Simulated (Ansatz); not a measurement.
Take GeTe (space group R3m, No. 160; layered) as the base.

```
GeTe
1.0
    2.09351     1.20869     3.68680
   -2.09351     1.20869     3.68680
    0.00000    -2.41737     3.68680
Ge Te
1 1
Direct
  0.23184   0.23184   0.23184
  0.76816   0.76816   0.76816
```

Cartesian axes are those of the cell as printed.

Calculations: r2SCAN in Ansatz (plane waves to 500 eV, PAW, without spin-orbit coupling).

The change: uniaxial stress, 1 GPa tension along z, with the cell and atoms free to relax against it.

**Question.** What happens to the energy relative to the base?

**Answer.** The energy grows by 6.4 meV/atom.

**Question.** How does this affect the strain response?

**Answer.** The strain response (xx, yy, zz) comes out as (−0.92, −0.92, +6.24) %.

Stability under load was not tested beyond the relaxation. No dispersion term is included, though the crystal is made of layers, chains or molecules, so its spacings can come out too wide.

Ansatz is a first-principles code.
